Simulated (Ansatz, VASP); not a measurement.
SiC: VASP beside Ansatz

POSCAR

```
SiC
1.0
    0.0196330134      2.1730733695      2.1730733695
    2.1730733695      0.0196330134      2.1730733695
    2.1730733695      2.1730733695      0.0196330134
Si C
1 1
Direct
    0.0004287372      0.0004287372      0.0004287372
    0.2495712628      0.2495712628      0.2495712628
```

The input INCAR.step1:

```
SYSTEM = SiC
  PREC = Accurate
  ENCUT = 520
  ISMEAR = 0
  SIGMA = 0.01
  LREAL = .False.
  LASPH = .True.
  NELM = 60
  NBANDS = 11
  GGA = PE
  ALGO = Normal
  EDIFF = 1E-4
  LWAVE = .True.
  LCHARG = .False.
```

The input INCAR.step2:

```
SYSTEM = SiC
  PREC = Accurate
  ENCUT = 520
  EDIFF = 1E-6
  ISMEAR = 0
  SIGMA = 0.01
  LREAL = .False.
  LASPH = .True.
  NELM = 60
  ALGO = Normal
  ISIF = 2
  LWAVE = .False.
  LCHARG = .True.
  METAGGA = R2SCAN
  LMIXTAU = .True.
  LELF = .True.
  LVHAR = .True.
  NBANDS = 11
  ISTART = 1
```

KPOINTS

```
Automatic mesh
0
Gamma
  10 10 10
  0 0 0
```

Input for Ansatz:

```yaml
crystal:
  lattice:
    - [0.0196330134, 2.1730733695, 2.1730733695]
    - [2.1730733695, 0.0196330134, 2.1730733695]
    - [2.1730733695, 2.1730733695, 0.0196330134]
  atoms:
    - { symbol: Si, position: [0.0004287372, 0.0004287372, 0.0004287372] }
    - { symbol: C, position: [0.2495712628, 0.2495712628, 0.2495712628] }
kpoints:
  mp_grid: { grid: [10, 10, 10] }
  band_path:
    path:
      - [0.0, 0.0, 0.0]
      - [-0.5, -0.5, 0.0]
      - [-0.375, -0.375, 0.25]
      - [-0.375, 0.0, 0.375]
      - [0.0, 0.0, 0.5]
      - [-0.5, -0.25, 0.25]
    npoints: 1
hamiltonian:
  xc: r2scan
scf:
  occupations: { method: fixed }
  n_extra_bands: 4
output:
  forces: true
  stress: true
  eigenvalues: true
```

Change from the starting cell: epitaxial_111 strain -1.1%.

Alike in both runs: task single point; functional r2SCAN; k mesh 10 × 10 × 10; no spin polarisation.

```csv
,VASP,Ansatz
version,VASP 6.6.1,Ansatz 0.2.0
potentials or method,"VASP PAW PBE potentials, release 64 (Si, C)","plane waves, PAW"
plane-wave cutoff (eV),520,500
occupations,"gaussian, width 0.01 eV",fixed
valence electrons in the cell,8,8
```

VASP gave:

```
gap on the k mesh at the Fermi level (eV)       : 1.66
pressure (GPa)                                  : 4.7
largest component of the traceless stress (GPa) : 2.47
```

Q: Estimate Ansatz's values.

A: gap on the k mesh at the Fermi level (eV): 1.65; pressure (GPa): 4.9; largest component of the traceless stress (GPa): 2.46.

Caveats: the PAW data sets were made with another functional, which shifts forces and pressure a little (VASP). A k mesh can miss the band edges.
